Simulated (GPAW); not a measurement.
# Work function of Zr2N(OH)2 MXene monolayer at several levels, part 2 of 2

How far do functional and basis move the work function of Zr2N(OH)2 MXene monolayer?

GPAW 26.7.0; GPAW, PAW setups; layer in a repeated cell with vacuum, relaxation of atoms and in-plane cell (the session's first sound run).

So far, upper work function (eV): step 3 (plane waves, PBE) 2.39; step 4 (LDA) 2.59; step 5 (RPBE) 2.26; step 6 (revPBE) 2.26.

## 7. OptPBE vdW: xc = "optPBE-vdW"

Level of this step: GPAW, PAW setups; slab in vacuum (GPAW).

The same geometry under optPBE-vdW, to see how far the functional moves the levels against the vacuum (the van der Waals functionals take revPBE setups).

Input file run.py:

```python
import json
import numpy as np
from ase import Atoms
from gpaw import GPAW, PW

slab = Atoms(
    ['H', 'O', 'Zr', 'N', 'Zr', 'O', 'H'],
    positions=[
        [0.00000, 1.85140, 7.00000],
        [0.00000, 1.85140, 7.97924],
        [1.60336, 0.92570, 9.34451],
        [0.00000, -0.00000, 10.57893],
        [0.00000, 1.85140, 11.81334],
        [1.60336, 0.92570, 13.17861],
        [1.60336, 0.92570, 14.15786]],
    cell=[[3.20672, -0.0, 0.0], [-1.60336, 2.7771, 0.0], [0.0, 0.0, 21.1579]],
    pbc=[True, True, False])

slab.calc = GPAW(mode=PW(500), xc='optPBE-vdW', kpts={'size': (12, 12, 1), 'gamma': True},
                 occupations={'name': 'fermi-dirac', 'width': 0.05}, nbands='160%',
                 convergence={'density': 1e-05}, maxiter=200,
                 poissonsolver={'dipolelayer': 'xy'},
                 symmetry={'tolerance': 1e-3}, txt='slab.txt')
result = {}
energy = slab.get_potential_energy()
fermi = slab.calc.get_fermi_level()
v = slab.calc.get_electrostatic_potential().mean((0, 1)) - fermi
n = slab.calc.get_pseudo_density().mean((0, 1))
L = slab.cell[2, 2]
z = np.arange(len(v)) * L / len(v)
low, high = slab.positions[:, 2].min(), slab.positions[:, 2].max()
below, above = np.interp([low - 4.8, high + 4.8], z, v)
slopes = [np.interp(x, z, np.gradient(v, z)) for x in (low - 4.8, high + 4.8)]
eps = np.array([[slab.calc.get_eigenvalues(k, s) for k in range(len(slab.calc.get_ibz_k_points()))]
                for s in range(slab.calc.get_number_of_spins())]) - fermi
top, bottom = eps[eps < 0].max(), eps[eps > 0].min()
dipole = slab.get_dipole_moment()[2]
print(f'energy {energy:.4f} eV, Fermi level {fermi:.4f} eV, dipole {dipole:.5f} e A')
print(f'potential 4.8 A off the faces, from the Fermi level: lower {below:.4f} eV, upper {above:.4f} eV')
print(f'slope of the potential there: lower {slopes[0]:.5f}, upper {slopes[1]:.5f} eV/A')
print(f'nearest levels on the mesh: {top:.4f} and {bottom:.4f} eV')
print('magnetic moment', round(slab.get_magnetic_moment(), 3))
result.update(energy=energy, fermi=fermi, dipole=dipole, below=below, above=above, slopes=slopes, edges=[top, bottom],
              z=z.tolist(), v=v.tolist(), n=n.tolist(), positions=slab.positions.tolist(),
              forces=slab.get_forces(apply_constraint=False).tolist(), moments=slab.get_magnetic_moments().tolist())
json.dump(result, open('result.json', 'w'))
```

Launch:

```sh
$ OMP_NUM_THREADS=1 OPENBLAS_NUM_THREADS=1 python run.py
```

The program printed:

```text
energy -83.4756 eV, Fermi level 2.1816 eV, dipole -0.00077 e A
potential 4.8 A off the faces, from the Fermi level: lower 2.6633 eV, upper 2.6792 eV
slope of the potential there: lower -0.01220, upper 0.01220 eV/A
nearest levels on the mesh: -0.0764 and 0.0222 eV
magnetic moment 0.0
```

Elapsed: 1.9 min, on 1 thread of Arm Neoverse V1, shared host; peak memory 0.45 GiB.

Numbers from this step:

```yaml
dipole_along_the_normal: -7.70e-4 e·Å
levels_nearest_the_fermi_level_on_the_mesh: -0.07638, 0.02215 eV from the Fermi level
upper_work_function: 2.679 eV
lower_work_function: 2.663 eV
```

The upper face's work function is 2.679 eV, against 2.390 eV in the first plane-wave PBE run at this geometry.

## 8. Self-consistent run: xc = "vdW-DF2"

The same geometry under vdW-DF2, to see how far the functional moves the levels against the vacuum (the van der Waals functionals take revPBE setups).

run.py: that of step 7 with these lines changed.

```diff
@@ -18,3 +18,3 @@
 
-slab.calc = GPAW(mode=PW(500), xc='optPBE-vdW', kpts={'size': (12, 12, 1), 'gamma': True},
+slab.calc = GPAW(mode=PW(500), xc='vdW-DF2', kpts={'size': (12, 12, 1), 'gamma': True},
                  occupations={'name': 'fermi-dirac', 'width': 0.05}, nbands='160%',
```

The program printed:

```text
energy -238.1317 eV, Fermi level 1.9352 eV, dipole -0.00077 e A
potential 4.8 A off the faces, from the Fermi level: lower 3.0955 eV, upper 3.1114 eV
slope of the potential there: lower -0.01896, upper 0.01896 eV/A
nearest levels on the mesh: -0.0504 and 0.0054 eV
magnetic moment 0.0
```

Wall time 3.4 min (1 thread); peak memory 0.45 GiB.

Numbers from this step:

```
levels nearest the Fermi level on the mesh : -0.05040, 0.005390 eV from the Fermi level
upper work function                        : 3.111 eV
lower work function                        : 3.095 eV
```

The electrostatic potential energy of an electron (without an applied field's), less the Fermi level, planar mean oscillates, so the rows of the table below give means over windows of 1.79 Å about each position, cut where the curve ends. Its maxima inside the range that stand out by 2 % of the span (Å: eV): 7.3: -0.244, 8.4: -6.48, 10.2: -9.13, 11.0: -9.13, 12.8: -6.47, 13.9: -0.228. Its minima: 7.0: -1.02, 8.0: -10.3, 9.4: -24.3, 10.6: -14.0, 11.8: -24.3, 13.1: -10.3, 14.2: -1.00.

Table of electrostatic potential energy of an electron (without an applied field's), less the Fermi level, planar mean by z; means over each step:

z (Å), electrostatic potential energy of an electron (without an applied field's), less the Fermi level, planar mean (eV) and a bar from the least value:
```
     0.90        3.1 ##############################
     2.69        3.1 ##############################
     4.47        2.9 ##############################
     6.27        1.1 ###########################
     8.05       -6.8 ###############
     9.84      -16.1 
    11.63      -15.9 
    13.43       -4.7 ##################
    15.21        1.8 ############################
    17.00        3.0 ##############################
    18.79        3.1 ##############################
    20.59        3.1 ##############################
```

The upper face's work function is 3.111 eV, against 2.390 eV in the first plane-wave PBE run at this geometry.

## 9. Real-space grid: mode = "fd"

A real-space grid is a second complete basis, so it checks the plane-wave result.

run.py: that of step 8 with these lines changed.

```diff
@@ -3,3 +3,3 @@
 from ase import Atoms
-from gpaw import GPAW, PW
+from gpaw import GPAW
 
@@ -18,3 +18,3 @@
 
-slab.calc = GPAW(mode=PW(500), xc='vdW-DF2', kpts={'size': (12, 12, 1), 'gamma': True},
+slab.calc = GPAW(mode='fd', h=0.18, xc='PBE', kpts={'size': (12, 12, 1), 'gamma': True},
                  occupations={'name': 'fermi-dirac', 'width': 0.05}, nbands='160%',
```

The program printed:

```text
energy -52.0489 eV, Fermi level -2.3459 eV, dipole -0.00078 e A
potential 4.8 A off the faces, from the Fermi level: lower 2.3349 eV, upper 2.3508 eV
slope of the potential there: lower -0.00666, upper 0.00666 eV/A
nearest levels on the mesh: -0.0752 and 0.0203 eV
magnetic moment 0.0
```

The job ended after 3.8 min (1 thread; peak memory 0.65 GiB).

Numbers from this step:

```
dipole along the normal                    : -7.81e-4 e·Å
levels nearest the Fermi level on the mesh : -0.07524, 0.02031 eV from the Fermi level
upper work function                        : 2.351 eV
lower work function                        : 2.335 eV
```

The upper face's work function is 2.351 eV, against 2.390 eV in the first plane-wave PBE run at this geometry.

## 10. Atomic orbitals: mode = "lcao"

Atom-centred orbitals end a few angstrom from the surface, which tests how much the density's tail matters.

run.py: that of step 9 with these lines changed.

```diff
@@ -18,4 +18,4 @@
 
-slab.calc = GPAW(mode='fd', h=0.18, xc='PBE', kpts={'size': (12, 12, 1), 'gamma': True},
-                 occupations={'name': 'fermi-dirac', 'width': 0.05}, nbands='160%',
+slab.calc = GPAW(mode='lcao', basis='dzp', h=0.18, xc='PBE', kpts={'size': (12, 12, 1), 'gamma': True},
+                 occupations={'name': 'fermi-dirac', 'width': 0.05}, nbands='120%',
                  convergence={'density': 1e-05}, maxiter=200,
```

The program printed:

```text
energy -49.0374 eV, Fermi level -1.2085 eV, dipole -0.00078 e A
potential 4.8 A off the faces, from the Fermi level: lower 1.2006 eV, upper 1.2165 eV
slope of the potential there: lower 0.00000, upper 0.00000 eV/A
nearest levels on the mesh: -0.0292 and 0.0342 eV
magnetic moment 0.0
```

The job ended after 5.3 min (1 thread; peak memory 0.32 GiB).

Numbers from this step:

```yaml
dipole_along_the_normal: -7.82e-4 e·Å
levels_nearest_the_fermi_level_on_the_mesh: -0.02923, 0.03416 eV from the Fermi level
upper_work_function: 1.216 eV
lower_work_function: 1.201 eV
```

The upper face's work function is 1.216 eV, against 2.390 eV in the first plane-wave PBE run at this geometry.

## 11. All levels side by side

Times are for 1 thread of Arm Neoverse V1, shared host. The runs compared:

| no. | run | upper work function (eV) | lower work function (eV) | time | memory (GiB) |
| --- | --- | --- | --- | --- | --- |
| 1 | pw | 2.390 | 2.374 | 1.8 min | 0.27 |
| 2 | LDA | 2.594 | 2.578 | 94 s | 0.27 |
| 3 | RPBE | 2.265 | 2.249 | 1.7 min | 0.27 |
| 4 | revPBE | 2.263 | 2.247 | 1.8 min | 0.27 |
| 5 | optPBE vdW | 2.679 | 2.663 | 1.9 min | 0.45 |
| 6 | vdW DF2 | 3.111 | 3.095 | 3.4 min | 0.45 |
| 7 | fd | 2.351 | 2.335 | 3.8 min | 0.65 |
| 8 | lcao | 1.216 | 1.201 | 5.3 min | 0.32 |

## 12. Side by side

Results and costs are gathered.

This step: comparison of work functions, dipole and cost (GPAW 26.7.0).

Ladder, by row:

| step | code | work function, upper (eV) | work function, lower (eV) | dipole (e Å) | wall time (s) | peak memory (GiB) | threads |
| --- | --- | --- | --- | --- | --- | --- | --- |
| pw | GPAW | 2.39 | 2.374 | -7.71e-4 | 105.9 | 0.27 | 1 |
| LDA | GPAW | 2.594 | 2.578 | -7.70e-4 | 93.73 | 0.27 | 1 |
| RPBE | GPAW | 2.265 | 2.249 | -7.71e-4 | 101 | 0.27 | 1 |
| revPBE | GPAW | 2.263 | 2.247 | -7.71e-4 | 105.6 | 0.27 | 1 |
| optPBE-vdW | GPAW | 2.679 | 2.663 | -7.70e-4 | 113.5 | 0.45 | 1 |
| vdW-DF2 | GPAW | 3.111 | 3.095 | -7.70e-4 | 201.6 | 0.45 | 1 |
| fd | GPAW | 2.351 | 2.335 | -7.81e-4 | 229 | 0.65 | 1 |
| lcao | GPAW | 1.216 | 1.201 | -7.82e-4 | 318.2 | 0.32 | 1 |

## 13. Results

```
work function, upper and lower face : 2.390 and 2.374 eV
dipole along the normal             : -7.7e-4 e Å
```

**Reading.** With plane waves and PBE the work function is 2.39 eV on the upper face and 2.37 eV on the lower. Over the sound runs of the table the upper face's work function spans 1.216 (lcao) to 3.111 eV (vdW-DF2). Atomic orbitals miss the plane-wave value by -1.2 eV, since they describe the tail of the density in the vacuum poorly. The small printed dipole stands for a step of 16 meV from the lower to the upper face, and the probes find 16 meV; values this small are near the numerical noise of both. The cell holds an odd number of electrons, so without spin polarisation it must come out metallic and without a moment, whatever its true state. The layer's cell and atoms come from the relaxation; spin-orbit coupling and temperature are left out.

[Logs are printed without paths, hosts, clocks, repeated set-up lines and the standing remarks that a program may print on its own settings, such as how far it seeks lower states.]

[Hosts, paths, dates, database ids (printed as entryN), source tags and the programs' standing remarks are cut or masked in the printed files.]
